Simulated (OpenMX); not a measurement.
Pd:

```
CELL_PARAMETERS angstrom
0.00000 1.94650 1.94650
1.94650 0.00000 1.94650
1.94650 1.94650 0.00000
ATOMIC_POSITIONS crystal
Pd 0.00000 0.00000 0.00000
```

```yaml
Program: OpenMX 3.8.5
Task: single point
Functional: PBE
Potentials_or_basis: OpenMX 2013 PBE set, Pd7.0-s3p2d2, grid cutoff 400 Ry
k_mesh: 13 × 13 × 13
Occupations: fermi-dirac, width 0.05 eV
Spin: no spin polarisation
```

On this cell: pressure 12.3 GPa; band gap on the k mesh none (metal or under the smearing width).

The same run follows on a disturbed copy (cell strained at random at fixed volume):

```
Pd
1.0
    -0.01113    1.95522    1.94186
     1.97107    0.00634    1.92440
     1.96444    1.93112    0.01297
Pd
1
Direct
  0.02384 0.98301 0.99703
```

**Question.** What changes?

**Answer.** The energy (extrapolated to zero smearing) moves by +2.0 meV/atom; pressure 12.4 GPa; band gap on the k mesh none (metal or under the smearing width).

Caveats: the basis of atomic orbitals isn't converged, which shifts pressures, moduli and gaps.
